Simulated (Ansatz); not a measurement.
BaF$_{2}$ (fluorite, Fm-3m), r²SCAN (plane waves, PAW; program Ansatz): ε∞ = 2.27, cell volume 59.43 Å³. Infrared-active transverse modes:

```json
[
 {"ω_TO (cm⁻¹)": "185.0", "oscillator strength S_xx (e²/amu)": "0.2239"}
]
```

Task: Compute the static dielectric constant.

Result: Each mode adds (4.921e7/V) S/ω²: 5.42. So ε0 = 7.69.

Task: What LO frequency does the Lyddane–Sachs–Teller relation give?

Result: ω_LO = ω_TO √(ε0/ε∞) = 340 cm⁻¹.

The r²SCAN relaxation kept the symmetry of its start; phonons on a q-mesh show no instability. Scalar-relativistic: spin–orbit coupling is off unless named, which matters more the heavier the elements.

Potentials: the later of the program's two PAW sets.
